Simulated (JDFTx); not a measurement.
# Sn (Fd-3m) in JDFTx: equation of state

Aim: energy against volume of Sn in PBE, for its equilibrium volume and stiffness.

Everything below comes from runs of JDFTx 1.7.0 (patched build). Logs are shortened: lines on timing, memory, paths and dates and some standing lists are left out, and cuts for length are marked. The log counts tension as positive stress, the text compression.

## 1. The structure

Symmetry: Fd-3m, No. 227, cubic system. The conventional cell has a = 6.467 Å, b = 6.467 Å, c = 6.467 Å, α = 90.00°, β = 90.00°, γ = 90.00°. Sn (site symmetry -43m) has 4 Sn at 2.80 Å as nearest neighbours.

This isn't the form of Sn at room conditions, which is tetragonal (white tin).

## 2. Equation of state, PBE, 31.77 Å³/atom (volume scaled by 0.94)

Input file Sn.in:

```
lattice \
    0.0000000000     5.9854007813     5.9854007813 \
    5.9854007813     0.0000000000     5.9854007813 \
    5.9854007813     5.9854007813     0.0000000000
coords-type Lattice
ion Sn     0.7500000000     0.7500000000     0.7500000000 1
ion Sn     0.5000000000     0.5000000000     0.5000000000 1

ion-species pseudo/Sn.upf
elec-cutoff 36
elec-ex-corr gga-PBE
kpoint-folding 7 7 7
elec-smearing Fermi 0.0018374661
elec-n-bands 21
electronic-SCF nIterations 100 energyDiffThreshold 1e-08
electronic-minimize nIterations 30 energyDiffThreshold 1e-7
forces-output-coords Cartesian

dump-name run.$VAR
dump End Ecomponents EigStats BandEigs Kpoints Forces Stress ElecDensity Dtot KEdensity
```

Potentials or basis: PseudoDojo-SR-PBE-0.5-standard.

Started as:

```console
$ jdftx -c 1 -i Sn.in -o Sn.out
```

The log of the run:

```text
*************** JDFTx 1.7.0 (patched build) ***************

[... 9 lines left out ...]
---------- Initializing the Grid ----------
R =
[            0       5.9854       5.9854  ]
[       5.9854            0       5.9854  ]
[       5.9854       5.9854            0  ]
unit cell volume = 428.854
G =
[  -0.524876   0.524876   0.524876  ]
[   0.524876  -0.524876   0.524876  ]
[   0.524876   0.524876  -0.524876  ]
Minimum fftbox size, Smin = [  48  48  48  ]
Chosen fftbox size, S = [  48  48  48  ]

---------- Exchange Correlation functional ----------
Initalized PBE GGA exchange.
Initalized PBE GGA correlation.

---------- Setting up pseudopotentials ----------
Width of ionic core gaussian charges (only for fluid interactions / plotting) set to 0

Reading pseudopotential file 'pseudo/Sn.upf':
  'Sn' pseudopotential, 'PBE' functional
  Generated using ONCVPSP code by D. R. Hamann
  14 valence electrons, 3 orbitals, 6 projectors, 1001 radial grid points, with lMax = 2
    4D    l: 2   occupation: 10.0   eigenvalue: -0.949566
    5S    l: 0   occupation:  2.0   eigenvalue: -0.387678
    5P    l: 1   occupation:  2.0   eigenvalue: -0.135764
  Core radius for overlap checks: 2.33 bohrs.

Initialized 1 species with 2 total atoms.

Folded 1 k-points by 7x7x7 to 343 k-points.

---------- Setting up k-points, bands, fillings ----------
Reduced to 20 k-points under symmetry.
Computing the number of bands and number of electrons
Calculating initial fillings.
nElectrons:  28.000000   nBands: 21   nStates: 20

----- Setting up reduced wavefunction bases (one per k-point) -----
average nbasis = 4423.956 , ideal nbasis = 4424.431

---------- Setting up ewald sum ----------
Optimum gaussian width for ewald sums = 2.718465 bohr.
Real space sum over 1331 unit cells with max indices [  5  5  5  ]
Reciprocal space sum over 2197 terms with max indices [  6  6  6  ]

---------- Allocating electronic variables ----------
Initializing wave functions:  linear combination of atomic orbitals
Note: number of bands (21) exceeds available atomic orbitals (18)
Sn pseudo-atom occupations:   s ( 2 )  p ( 2 )  d ( 10 )
	FillingsUpdate:  mu: +0.337835486  nElectrons: 28.000000
LCAOMinimize: Iter:   0  F: -135.4019201602951057  |grad|_K:  6.895e-05  alpha:  1.000e+00
	FillingsUpdate:  mu: +0.338053941  nElectrons: 28.000000
LCAOMinimize: Iter:   1  F: -135.4019396268005266  |grad|_K:  4.662e-06  alpha:  9.293e-01  linmin: -7.791e-03  cgtest:  8.036e-02
LCAOMinimize: Encountered beta<0, resetting CG.
	FillingsUpdate:  mu: +0.338039404  nElectrons: 28.000000
LCAOMinimize: Iter:   2  F: -135.4019397182590012  |grad|_K:  3.313e-07  alpha:  9.542e-01  linmin:  2.068e-05  cgtest:  2.668e-04
	FillingsUpdate:  mu: +0.338040634  nElectrons: 28.000000
LCAOMinimize: Iter:   3  F: -135.4019397187117022  |grad|_K:  6.056e-09  alpha:  9.344e-01  linmin: -3.140e-03  cgtest:  1.907e-02
LCAOMinimize: Encountered beta<0, resetting CG.
LCAOMinimize: Converged (|Delta F|<1.000000e-06 for 2 iters).

-------- Electronic minimization -----------
Will mix electronic density at each iteration.
	FillingsUpdate:  mu: +0.338040634  nElectrons: 28.000000
	FillingsUpdate:  mu: +0.328235740  nElectrons: 28.000000
SCF: Cycle:  0   F: -135.436938057828115   dF: -3.500e-02   |Residual|: 4.442e-02   |deigs|: 1.133e-01
	FillingsUpdate:  mu: +0.330589647  nElectrons: 28.000000
SCF: Cycle:  1   F: -135.437408549018159   dF: -4.705e-04   |Residual|: 2.515e-02   |deigs|: 6.287e-03
	FillingsUpdate:  mu: +0.334361023  nElectrons: 28.000000
SCF: Cycle:  2   F: -135.437574133565761   dF: -1.656e-04   |Residual|: 4.898e-03   |deigs|: 3.321e-03
	FillingsUpdate:  mu: +0.335033811  nElectrons: 28.000000
SCF: Cycle:  3   F: -135.437590748599234   dF: -1.662e-05   |Residual|: 2.419e-03   |deigs|: 1.775e-03
	FillingsUpdate:  mu: +0.335337927  nElectrons: 28.000000
SCF: Cycle:  4   F: -135.437592862756560   dF: -2.114e-06   |Residual|: 9.754e-04   |deigs|: 1.976e-04
	FillingsUpdate:  mu: +0.335480551  nElectrons: 28.000000
SCF: Cycle:  5   F: -135.437593911352053   dF: -1.049e-06   |Residual|: 3.205e-04   |deigs|: 1.617e-04
	FillingsUpdate:  mu: +0.335529046  nElectrons: 28.000000
SCF: Cycle:  6   F: -135.437594006943840   dF: -9.559e-08   |Residual|: 1.273e-04   |deigs|: 8.044e-05
	FillingsUpdate:  mu: +0.335552838  nElectrons: 28.000000
SCF: Cycle:  7   F: -135.437594026755278   dF: -1.981e-08   |Residual|: 6.698e-05   |deigs|: 4.248e-05
	FillingsUpdate:  mu: +0.335551896  nElectrons: 28.000000
SCF: Cycle:  8   F: -135.437594031574889   dF: -4.820e-09   |Residual|: 1.178e-05   |deigs|: 2.288e-05
	FillingsUpdate:  mu: +0.335553000  nElectrons: 28.000000
SCF: Cycle:  9   F: -135.437594033232898   dF: -1.658e-09   |Residual|: 4.976e-06   |deigs|: 2.300e-05
SCF: Converged (|Delta E|<1.000000e-08 for 2 iters).

Setting wave functions to eigenvectors of Hamiltonian

# Stress tensor in Cartesian coordinates [Eh/a0^3]:
[ -0.000262283            0            0  ]
[            0 -0.000262283            0  ]
[            0            0 -0.000262283  ]

# Ionic positions in lattice coordinates:
ion Sn   0.750000000000000   0.750000000000000   0.750000000000000 1
ion Sn   0.500000000000000   0.500000000000000   0.500000000000000 1

# Forces in Cartesian coordinates:
force Sn  -0.000000000000000   0.000000000000000  -0.000000000000000 1
force Sn  -0.000000000000000   0.000000000000000  -0.000000000000000 1

# Energy components:
   Eewald =      -88.1989740729184888
       EH =       42.4432215334743930
     Eloc =     -117.0880619777912273
      Enl =      -44.5086762736874419
      Exc =      -44.1316984412250903
 Exc_core =       22.1696210857605962
       KE =       93.8770264177799731
-------------------------------------
     Etot =     -135.4375417286073002
       TS =        0.0000523046255931
-------------------------------------
        F =     -135.4375940332328980

IonicMinimize: Iter:   0  F: -135.437594033232898  |grad|_K:        nan
IonicMinimize: None of the convergence criteria satisfied after 0 iterations.

#--- Lowdin population analysis ---
# oxidation-state Sn +0.019 +0.019

Dumping 'run.eigStats' ...
	eMin: -0.475380 at state 19 ( [ +0.142857 +0.428571 -0.285714 ] spin 0 )
	HOMO: +0.328736 at state 0 ( [ +0.000000 +0.000000 +0.000000 ] spin 0 )
	mu  : +0.335553
	LUMO: +0.336232 at state 0 ( [ +0.000000 +0.000000 +0.000000 ] spin 0 )
	eMax: +0.738711 at state 19 ( [ +0.142857 +0.428571 -0.285714 ] spin 0 )
	HOMO-LUMO gap: +0.007496
	Optical gap  : +0.007496 at state 0 ( [ +0.000000 +0.000000 +0.000000 ] spin 0 )
Done!
[note: the HOMO, LUMO and gaps printed at the end count levels as full or empty at half filling, so they show a gap where a level is partly filled]
```

Wall time 62 s (1 thread of Arm Neoverse V2, shared host); peak memory 0.13 GiB.

What came out:

| Quantity | Value |
| --- | --- |
| Free energy | -3685.4447 eV |
| Pressure | 7.7 GPa |
| Band gap on the k mesh | none (metal or under the smearing width) |

## 3. Equation of state, PBE, 32.45 Å³/atom (volume scaled by 0.96)

Input file Sn.in:

```
lattice \
    0.0000000000     6.0275528798     6.0275528798 \
    6.0275528798     0.0000000000     6.0275528798 \
    6.0275528798     6.0275528798     0.0000000000
coords-type Lattice
ion Sn     0.7500000000     0.7500000000     0.7500000000 1
ion Sn     0.5000000000     0.5000000000     0.5000000000 1

ion-species pseudo/Sn.upf
elec-cutoff 36
elec-ex-corr gga-PBE
kpoint-folding 7 7 7
elec-smearing Fermi 0.0018374661
elec-n-bands 21
electronic-SCF nIterations 100 energyDiffThreshold 1e-08
electronic-minimize nIterations 30 energyDiffThreshold 1e-7
forces-output-coords Cartesian

dump-name run.$VAR
dump End Ecomponents EigStats BandEigs Kpoints Forces Stress
```

Potentials or basis: PseudoDojo-SR-PBE-0.5-standard.

Started as:

```console
$ jdftx -c 1 -i Sn.in -o Sn.out
```

Wall time 61 s (1 thread of Arm Neoverse V2, shared host); peak memory 0.13 GiB.

It converged, with:

| Item | Value |
| --- | --- |
| Free energy | -3685.5039 eV |
| Pressure | 6.3 GPa |
| Band gap on the k mesh | none (metal or under the smearing width) |

## 4. Equation of state, PBE, 33.13 Å³/atom (volume scaled by 0.98)

Sn.in, as its differences from that of step 3:

```diff
@@ -1,5 +1,5 @@
 lattice \
-    0.0000000000     6.0275528798     6.0275528798 \
-    6.0275528798     0.0000000000     6.0275528798 \
-    6.0275528798     6.0275528798     0.0000000000
+    0.0000000000     6.0691235237     6.0691235237 \
+    6.0691235237     0.0000000000     6.0691235237 \
+    6.0691235237     6.0691235237     0.0000000000
 coords-type Lattice
```

Started as:

```console
$ jdftx -c 1 -i Sn.in -o Sn.out
```

Run time: 61 s. Hardware: 1 thread of Arm Neoverse V2, shared host; peak memory 0.13 GiB.

It converged, with:

| Quantity | Value |
| --- | --- |
| Free energy | -3685.5518 eV |
| Pressure | 5.0 GPa |
| Band gap on the k mesh | none (metal or under the smearing width) |

## 5. Equation of state, PBE, 33.80 Å³/atom

Sn.in, as its differences from that of step 4:

```diff
@@ -1,5 +1,5 @@
 lattice \
-    0.0000000000     6.0691235237     6.0691235237 \
-    6.0691235237     0.0000000000     6.0691235237 \
-    6.0691235237     6.0691235237     0.0000000000
+    0.0000000000     6.1101323590     6.1101323590 \
+    6.1101323590     0.0000000000     6.1101323590 \
+    6.1101323590     6.1101323590     0.0000000000
 coords-type Lattice
```

Started as:

```console
$ jdftx -c 1 -i Sn.in -o Sn.out
```

Run time: 62 s. Hardware: 1 thread of Arm Neoverse V2, shared host; peak memory 0.13 GiB.

The run converged. Its results:

```yaml
Free_energy: -3685.5895 eV
Pressure: 3.9 GPa
Band_gap_on_the_k_mesh: none (metal or under the smearing width)
```

## 6. Equation of state, PBE, 34.48 Å³/atom (volume scaled by 1.02)

Sn.in, as its differences from that of step 5:

```diff
@@ -1,5 +1,5 @@
 lattice \
-    0.0000000000     6.1101323590     6.1101323590 \
-    6.1101323590     0.0000000000     6.1101323590 \
-    6.1101323590     6.1101323590     0.0000000000
+    0.0000000000     6.1505979911     6.1505979911 \
+    6.1505979911     0.0000000000     6.1505979911 \
+    6.1505979911     6.1505979911     0.0000000000
 coords-type Lattice
```

Potentials or basis: PseudoDojo-SR-PBE-0.5-standard.

Started as:

```console
$ jdftx -c 1 -i Sn.in -o Sn.out
```

The log of the run:

```text
*************** JDFTx 1.7.0 (patched build) ***************

[... 9 lines left out ...]
---------- Initializing the Grid ----------
R =
[            0       6.1506       6.1506  ]
[       6.1506            0       6.1506  ]
[       6.1506       6.1506            0  ]
unit cell volume = 465.352
G =
[  -0.510778   0.510778   0.510778  ]
[   0.510778  -0.510778   0.510778  ]
[   0.510778   0.510778  -0.510778  ]
Minimum fftbox size, Smin = [  48  48  48  ]
Chosen fftbox size, S = [  48  48  48  ]

---------- Exchange Correlation functional ----------
Initalized PBE GGA exchange.
Initalized PBE GGA correlation.

---------- Setting up pseudopotentials ----------
Width of ionic core gaussian charges (only for fluid interactions / plotting) set to 0

Reading pseudopotential file 'pseudo/Sn.upf':
  'Sn' pseudopotential, 'PBE' functional
  Generated using ONCVPSP code by D. R. Hamann
  14 valence electrons, 3 orbitals, 6 projectors, 1001 radial grid points, with lMax = 2
    4D    l: 2   occupation: 10.0   eigenvalue: -0.949566
    5S    l: 0   occupation:  2.0   eigenvalue: -0.387678
    5P    l: 1   occupation:  2.0   eigenvalue: -0.135764
  Core radius for overlap checks: 2.33 bohrs.

Initialized 1 species with 2 total atoms.

Folded 1 k-points by 7x7x7 to 343 k-points.

---------- Setting up k-points, bands, fillings ----------
Reduced to 20 k-points under symmetry.
Computing the number of bands and number of electrons
Calculating initial fillings.
nElectrons:  28.000000   nBands: 21   nStates: 20

----- Setting up reduced wavefunction bases (one per k-point) -----
average nbasis = 4800.446 , ideal nbasis = 4800.979

---------- Setting up ewald sum ----------
Optimum gaussian width for ewald sums = 2.793495 bohr.
Real space sum over 1331 unit cells with max indices [  5  5  5  ]
Reciprocal space sum over 2197 terms with max indices [  6  6  6  ]

---------- Allocating electronic variables ----------
Initializing wave functions:  linear combination of atomic orbitals
Note: number of bands (21) exceeds available atomic orbitals (18)
Sn pseudo-atom occupations:   s ( 2 )  p ( 2 )  d ( 10 )
	FillingsUpdate:  mu: +0.295758125  nElectrons: 28.000000
LCAOMinimize: Iter:   0  F: -135.4116425017282950  |grad|_K:  7.991e-05  alpha:  1.000e+00
	FillingsUpdate:  mu: +0.296050859  nElectrons: 28.000000
LCAOMinimize: Iter:   1  F: -135.4116683179455833  |grad|_K:  4.837e-06  alpha:  9.180e-01  linmin: -9.423e-03  cgtest:  1.112e-01
LCAOMinimize: Encountered beta<0, resetting CG.
	FillingsUpdate:  mu: +0.296040639  nElectrons: 28.000000
LCAOMinimize: Iter:   2  F: -135.4116684191205309  |grad|_K:  2.933e-07  alpha:  9.806e-01  linmin: -8.451e-04  cgtest:  3.072e-03
	FillingsUpdate:  mu: +0.296041855  nElectrons: 28.000000
LCAOMinimize: Iter:   3  F: -135.4116684194690095  |grad|_K:  6.271e-09  alpha:  9.170e-01  linmin: -3.353e-02  cgtest:  2.490e-01
LCAOMinimize: Encountered beta<0, resetting CG.
LCAOMinimize: Converged (|Delta F|<1.000000e-06 for 2 iters).

-------- Electronic minimization -----------
Will mix electronic density at each iteration.
	FillingsUpdate:  mu: +0.296041855  nElectrons: 28.000000
	FillingsUpdate:  mu: +0.284138001  nElectrons: 28.000000
SCF: Cycle:  0   F: -135.443338256828554   dF: -3.167e-02   |Residual|: 4.024e-02   |deigs|: 9.977e-02
	FillingsUpdate:  mu: +0.286104138  nElectrons: 28.000000
SCF: Cycle:  1   F: -135.443780023778032   dF: -4.418e-04   |Residual|: 2.331e-02   |deigs|: 6.031e-03
	FillingsUpdate:  mu: +0.289634088  nElectrons: 28.000000
SCF: Cycle:  2   F: -135.443942276964634   dF: -1.623e-04   |Residual|: 4.373e-03   |deigs|: 4.038e-03
	FillingsUpdate:  mu: +0.290304190  nElectrons: 28.000000
SCF: Cycle:  3   F: -135.443957491106261   dF: -1.521e-05   |Residual|: 2.061e-03   |deigs|: 1.480e-03
	FillingsUpdate:  mu: +0.290688768  nElectrons: 28.000000
SCF: Cycle:  4   F: -135.443959772200003   dF: -2.281e-06   |Residual|: 9.025e-04   |deigs|: 3.373e-04
	FillingsUpdate:  mu: +0.290819923  nElectrons: 28.000000
SCF: Cycle:  5   F: -135.443960741721781   dF: -9.695e-07   |Residual|: 2.492e-04   |deigs|: 1.522e-04
	FillingsUpdate:  mu: +0.290851003  nElectrons: 28.000000
SCF: Cycle:  6   F: -135.443960809646342   dF: -6.792e-08   |Residual|: 1.283e-04   |deigs|: 8.745e-05
	FillingsUpdate:  mu: +0.290874919  nElectrons: 28.000000
SCF: Cycle:  7   F: -135.443960830549514   dF: -2.090e-08   |Residual|: 5.312e-05   |deigs|: 7.053e-05
	FillingsUpdate:  mu: +0.290878770  nElectrons: 28.000000
SCF: Cycle:  8   F: -135.443960833716716   dF: -3.167e-09   |Residual|: 1.587e-05   |deigs|: 5.303e-05
	FillingsUpdate:  mu: +0.290879292  nElectrons: 28.000000
SCF: Cycle:  9   F: -135.443960834745070   dF: -1.028e-09   |Residual|: 3.890e-06   |deigs|: 4.616e-05
SCF: Converged (|Delta E|<1.000000e-08 for 2 iters).

Setting wave functions to eigenvectors of Hamiltonian

# Stress tensor in Cartesian coordinates [Eh/a0^3]:
[ -9.69042e-05            0            0  ]
[            0 -9.69042e-05            0  ]
[            0            0 -9.69042e-05  ]

# Ionic positions in lattice coordinates:
ion Sn   0.750000000000000   0.750000000000000   0.750000000000000 1
ion Sn   0.500000000000000   0.500000000000000   0.500000000000000 1

# Forces in Cartesian coordinates:
force Sn  -0.000000000000000   0.000000000000000   0.000000000000000 1
force Sn  -0.000000000000000   0.000000000000000  -0.000000000000000 1

# Energy components:
   Eewald =      -85.8300622296869307
       EH =       43.8560111629337825
     Eloc =     -120.8278436163261205
      Enl =      -44.5692885067586388
      Exc =      -44.0923325482924540
 Exc_core =       22.1696195329025372
       KE =       93.8500074326190088
-------------------------------------
     Etot =     -135.4438887726088012
       TS =        0.0000720621362759
-------------------------------------
        F =     -135.4439608347450701

IonicMinimize: Iter:   0  F: -135.443960834745070  |grad|_K:  1.346e-35
IonicMinimize: Converged (|grad|_K<1.000000e-04).

#--- Lowdin population analysis ---
# oxidation-state Sn +0.019 +0.019

Dumping 'run.eigStats' ...
	eMin: -0.508038 at state 19 ( [ +0.142857 +0.428571 -0.285714 ] spin 0 )
	HOMO: +0.282986 at state 1 ( [ +0.000000 +0.000000 +0.142857 ] spin 0 )
	mu  : +0.290879
	LUMO: +0.292876 at state 3 ( [ +0.000000 +0.000000 +0.428571 ] spin 0 )
	eMax: +0.677576 at state 19 ( [ +0.142857 +0.428571 -0.285714 ] spin 0 )
	HOMO-LUMO gap: +0.009891
	Optical gap  : +0.028856 at state 0 ( [ +0.000000 +0.000000 +0.000000 ] spin 0 )
Done!
[note: the HOMO, LUMO and gaps printed at the end count levels as full or empty at half filling, so they show a gap where a level is partly filled]
```

Wall time 61 s (1 thread of Arm Neoverse V2, shared host); peak memory 0.14 GiB.

What came out:

| Quantity | Value |
| --- | --- |
| Free energy | -3685.6179 eV |
| Pressure | 2.9 GPa |
| Band gap on the k mesh | none (metal or under the smearing width) |

## 7. Equation of state, PBE, 35.16 Å³/atom (volume scaled by 1.04)

Sn.in, as its differences from that of step 6:

```diff
@@ -1,5 +1,5 @@
 lattice \
-    0.0000000000     6.1505979911     6.1505979911 \
-    6.1505979911     0.0000000000     6.1505979911 \
-    6.1505979911     6.1505979911     0.0000000000
+    0.0000000000     6.1905380581     6.1905380581 \
+    6.1905380581     0.0000000000     6.1905380581 \
+    6.1905380581     6.1905380581     0.0000000000
 coords-type Lattice
```

Started as:

```console
$ jdftx -c 1 -i Sn.in -o Sn.out
```

It took 62 s on 1 thread of Arm Neoverse V2, shared host; peak memory 0.14 GiB.

The run converged. Its results:

```yaml
Free_energy: -3685.6382 eV
Pressure: 1.9 GPa
Band_gap_on_the_k_mesh: none (metal or under the smearing width)
```

## 8. Equation of state, PBE, 35.83 Å³/atom (volume scaled by 1.06)

Sn.in, as its differences from that of step 7:

```diff
@@ -1,5 +1,5 @@
 lattice \
-    0.0000000000     6.1905380581     6.1905380581 \
-    6.1905380581     0.0000000000     6.1905380581 \
-    6.1905380581     6.1905380581     0.0000000000
+    0.0000000000     6.2299693000     6.2299693000 \
+    6.2299693000     0.0000000000     6.2299693000 \
+    6.2299693000     6.2299693000     0.0000000000
 coords-type Lattice
```

Started as:

```console
$ jdftx -c 1 -i Sn.in -o Sn.out
```

Wall time 62 s (1 thread of Arm Neoverse V2, shared host); peak memory 0.14 GiB.

The run converged. Its results:

```yaml
Free_energy: -3685.6513 eV
Pressure: 1.1 GPa
Band_gap_on_the_k_mesh: none (metal or under the smearing width)
```

## 9. Equation of state, PBE

Potentials or basis: PseudoDojo-SR-PBE-0.5-standard.

This step only gathers the single runs of the series.

Results:

```yaml
Equilibrium_volume: "36.91 Å³/atom (rough: see the caveat)"
Bulk_modulus: 36 GPa (rough)
```

Energy against volume, from the lowest point:
| volume (Å³/atom) | energy (meV/atom) |
| --- | --- |
| 31.775 | 103.28 |
| 32.451 | 73.66 |
| 33.127 | 49.72 |
| 33.803 | 30.90 |
| 34.479 | 16.66 |
| 35.155 | 6.50 |
| 35.831 | 0.00 |

Caveat: the minimum lies outside the volumes run.
